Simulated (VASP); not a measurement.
The system is MgO.

```
Mg O
1.0
     0.00000    2.09700    2.09700
     2.09700    0.00000    2.09700
     2.09700    2.09700    0.00000
Mg O
1 1
Direct
  0.00000 0.00000 0.00000
  0.50000 0.50000 0.50000
```

The cell is a database's computed one.

Base run:

```yaml
Program: VASP 6.6.1
Functional: HSE03
Potentials_or_basis: VASP PAW PBE potentials, release 64 (Mg, O)
Cutoff: 520 eV
k_mesh: 8 × 8 × 8
Occupations: gaussian, width 0.02 eV
Spin: no spin polarisation
```

Its results: band gap on the k mesh 6.33 eV, direct; pressure 0.8 GPa.

**Question.** After a change of settings the same cell gave: band gap on the k mesh 8.54 eV, direct; pressure -3.8 GPa. Which change was it?
A. functional from HSE03 to r2SCAN-EpsX
B. functional from HSE03 to PBE0
C. functional from HSE03 to HSE06

**Answer.** A.

Caveats: the PAW data sets were made with another functional, which shifts forces and pressure a little.

Not every run made on this cell is shown here.
